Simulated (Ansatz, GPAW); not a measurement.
# A Ag chain with one P atom in line: relaxation, then transmission at several levels, part 4 of 4

How well does a Ag chain with one P atom in line conduct once its atoms have relaxed, and how much do cheaper levels lose?

GPAW 26.7.0 and Ansatz 0.2.0; Ansatz plane waves; relaxation of the junction with the lead ends held; PAW set soft_1 (the session's first sound run).

So far, transmission at the Fermi level (one spin): step 3 (plane-wave reference (PBE)) 0.390; step 5 (single-zeta polarised basis, PBE, GPAW) 0.353; step 6 (GPAW, sz: basis = "sz(dzp)", PBE, GPAW) 0.316; step 7 (RPBE in the dzp basis: xc = "RPBE") 0.378; step 8 (the structure as built: geometry = "as built", PBE, GPAW) 0.588.

### 10. Comparison (continued)

Table of transmission, zone mean, sum over the listed spins by energy, zero at the Fermi level:

```tsv
energy (eV)	pw-pbe	dzp	szp	sz	dzp-RPBE	asbuilt
-2.0000	0.00159	0.00540	0.00620	0.0203	0.00258	0.108
-1.7500	0	3.5e-4	0.00139	0.00665	7.4e-5	0.0200
-1.5000	0	2.1e-8	9.7e-9	8.7e-4	2.2e-8	5.3e-9
-1.2500	0	3.0e-8	1.9e-8	4.2e-12	3.4e-8	4.7e-9
-1.0000	0.200	0.0211	0.0183	0.00734	0.0240	0.182
-0.7500	0.969	0.846	0.806	0.646	0.823	0.414
-0.7000	0.991	0.946	0.929	0.832	0.945	0.430
-0.6500	0.860	0.853	0.823	0.905	0.883	0.442
-0.5000	0.0975	0.120	0.0967	0.286	0.117	0.482
-0.2500	0.177	0.163	0.149	0.0960	0.169	0.572
0.0000	0.390	0.382	0.353	0.316	0.378	0.588
0.1500	0.412	0.414	0.387	0.355	0.407	0.553
0.1750	0.411	0.415	0.388	0.357	0.408	0.545
0.2000	0.410	0.415	0.388	0.357	0.407	0.538
0.2500	0.406	0.411	0.385	0.356	0.404	0.523
0.5000	0.381	0.378	0.352	0.331	0.370	0.459
0.7500	0.364	0.352	0.330	0.312	0.345	0.424
1.0000	0.350	0.333	0.314	0.302	0.327	0.408
1.2500	0.330	0.306	0.289	0.287	0.302	0.399
1.5000	0.299	0.266	0.252	0.261	0.266	0.390
1.7500	0.251	0.213	0.202	0.219	0.215	0.379
2.0000	0.182	0.144	0.136	0.157	0.147	0.367
```

### 11. A varied run

One more run, with changed settings.

This step: GPAW LCAO, PAW setups; Landauer transmission from Green's functions with principal layers (ASE), zero bias (GPAW 26.7.0).

File run.py:

```python
import json
import numpy as np
from ase import Atoms
from ase.transport.calculators import TransportCalculator
from gpaw import GPAW, FermiDirac
from gpaw.lcao.tools import get_lcao_hamiltonian
from scipy.linalg import eigh

# The junction with lead layers at both ends, along the third cell vector
device = Atoms(
    ['Ag', 'Ag', 'Ag', 'Ag', 'Ag', 'Ag', 'Ag', 'P', 'Ag', 'Ag', 'Ag', 'Ag', 'Ag', 'Ag', 'Ag'],
    positions=[
        [4.50000, 4.50000, 1.33000],
        [4.50000, 4.50000, 3.99000],
        [4.50000, 4.50000, 6.65000],
        [4.50000, 4.50000, 9.31000],
        [4.50000, 4.50000, 11.97000],
        [4.38889, 4.65398, 14.75414],
        [4.58105, 4.35377, 17.66298],
        [3.81674, 5.41616, 19.62640],
        [4.58267, 4.34731, 21.58546],
        [4.38362, 4.65899, 24.48032],
        [4.50000, 4.50000, 27.26320],
        [4.50000, 4.50000, 29.92320],
        [4.50000, 4.50000, 32.58320],
        [4.50000, 4.50000, 35.24320],
        [4.50000, 4.50000, 37.90320]],
    cell=[[9.0, 0.0, 0.0], [0.0, 9.0, 0.0], [0.0, 0.0, 39.2332]],
    pbc=True)

# One principal layer of the lead: the first 1 atoms of the device
lead = Atoms(
    ['Ag'],
    positions=[
        [4.50000, 4.50000, 1.33000]],
    cell=[[9.0, 0.0, 0.0], [0.0, 9.0, 0.0], [0.0, 0.0, 2.66]],
    pbc=True)

settings = dict(mode='lcao', basis='dzp', xc='PBE', h=0.2,
                occupations=FermiDirac(0.1), maxiter=100,
                mixer=dict(beta=0.1, nmaxold=8, weight=100.0),
                convergence=dict(density=0.0001))
energies = np.arange(-2, 2 + 1e-9, 0.025)
eta = 0.0001
n1, n2 = 1, 1
# k and -k transmit alike, so half of the mesh across the current serves
mesh = [(i, j) for i in range(n1) for j in range(n2) if (i, j) <= (-i % n1, -j % n2)]
weights = np.array([1 if (i, j) == (-i % n1, -j % n2) else 2 for i, j in mesh]) / (n1 * n2)

# [... helper functions left out ...]
fermi_lead = ground_state(lead, (1, 1, 11), 'lead.txt')
fermi_device = ground_state(device, (1, 1, 2), 'device.txt')
# [... loop over the mesh left out, but for ...]
        # Shift the lead onto the potential of the device's first layer
        shift = ((H[:, 0, 0] - H0[:, 0, 0]) / S0[0, 0]).real.mean()
# [...]
kT = 8.617333e-5 * 300
bias = [0.1, 0.2, 0.5, 1.0, 1.5, 2.0]
# [... integrals and printing left out ...]
```

The run is started by

```sh
> OMP_NUM_THREADS=1 OPENBLAS_NUM_THREADS=1 python run.py
```

The program printed:

```text
basis functions: device 391, principal layer 27
Fermi level: lead -3.6508 eV, device -3.7672 eV; lead shifted by 0.1238 eV
largest coupling past the next layer 4.66e-01 eV, largest misfit of the first layer 0.011 eV
  E-E_F (eV)   T (one spin)  channels
    -2.000    5.4256e-03    5.0000
    -1.975    4.5214e-03    5.0000
    -1.950    3.7224e-03    5.0000
    -1.925    3.0532e-03    5.0000
    -1.900    2.5319e-03    5.0000
    -1.875    2.1515e-03    5.0000
    -1.850    1.8834e-03    5.0000
    -1.825    1.6956e-03    5.0000
    -1.800    1.5806e-03    5.0000
    -1.775    7.6509e-04    3.0000
    -1.750    3.1424e-04    3.0000
    -1.725    2.0555e-04    3.0000
    -1.700    1.0805e-04    2.0000
    -1.675    9.1630e-05    2.0000
    -1.650    1.1337e-04    2.0000
    -1.625    1.3206e-04    2.0000
[...]
1.825    4.6418e-01    2.0000
     1.850    4.5210e-01    2.0000
     1.875    4.4065e-01    2.0000
     1.900    4.2882e-01    2.0000
     1.925    4.1036e-01    2.0000
     1.950    3.7249e-01    2.0000
     1.975    3.0274e-01    2.0000
     2.000    2.0871e-01    2.0000
conductance at 300 K: 0.49009 G0 a cell; thermopower 4.863 uV/K
current from the zero-bias T(E) at 0.1 V: 3.6079 uA
current from the zero-bias T(E) at 0.2 V: 6.116 uA
current from the zero-bias T(E) at 0.5 V: 8.0417 uA
current from the zero-bias T(E) at 1.0 V: 12.337 uA
current from the zero-bias T(E) at 1.5 V: 30.056 uA
current from the zero-bias T(E) at 2.0 V: 40.49 uA
```

It took 83 s on 1 thread of AMD EPYC 7R43, shared host; peak memory 1.3 GiB.

The run finished. A setting was moved off its sound value on purpose, so it serves as a test and not as the result.

The fault put into the input: a principal layer that is too short (n_lead = 1 and period = 2.66).

Side by side:

```tsv
quantity	this run	sound run	difference
conductance (G₀)	0.49009	0.37803	0.112
largest coupling past the next principal layer (eV)	0.46596	3.555e-5	0.466
largest misfit of the first principal layer (eV)	0.011166	0.18760	-0.176
shift that aligns the lead (eV)	0.12383	0.0013273	0.123
basis functions of a principal layer	27	108	-81
transmission at the Fermi level (one spin)	0.54230	0.38177	0.161
open channels of the lead at the Fermi level (one spin)	2	1	1
```

One result that differs is the largest coupling past the next principal layer, 0.466 eV against 3.6e-5 eV.

### 12. Summary of results

| Item | Value |
| --- | --- |
| conductance | 0.378 G₀ |
| transmission at the Fermi level, mean of the spins | 0.382 |
| thermopower | -8.62 μV/K |
| open channels of the lead there | 1 |

**Reading.** In the dzp basis the junction conducts 0.378 G₀ at 300 K, with T = 0.382 a spin at the Fermi level; the szp basis reaches that conductance within 10 %. Relaxation moved atoms by up to 1.1 Å and took the conductance from 0.586 to 0.378 G₀, as a ratio a larger change than the step from dzp to the minimal basis. Plane waves (PBE) give T = 0.390 there. The scatterer reflects about 62 % of the incoming channels at the Fermi level. At the Fermi level one eigenchannel carries the current (0.38). The negative thermopower says that the thermally weighted transmission is larger above the Fermi level, as for electron-like transport. Measured against the first run (pw-pbe), the nearest curve is that of dzp (r.m.s. 0.056) and the farthest that of asbuilt (0.20). Over the compared runs wall time goes from 56 s (sz) to 115 s (asbuilt), on a shared host; the plane-wave run used 4 threads and the orbital runs 1. The leads kept an estimated spacing and the cell its length, so the junction may be under some tension or compression. The run had no spin polarisation, so a magnetic state, which chains and small molecules with open shells often have, wasn't tested. An evenly spaced straight chain is an idealisation: free chains tend to dimerise, zigzag or, where a band edge lies near the Fermi level, turn magnetic. The currents use the zero-bias T(E) throughout, which holds only while the bias is small against the distance to the nearest feature.

[Logs are printed without paths, hosts, clocks, repeated set-up lines and the standing remarks that a program may print on its own settings, such as how far it seeks lower states.]

[Hosts, paths, dates, database ids (printed as entryN), source tags and the programs' standing remarks are cut or masked in the printed files.]
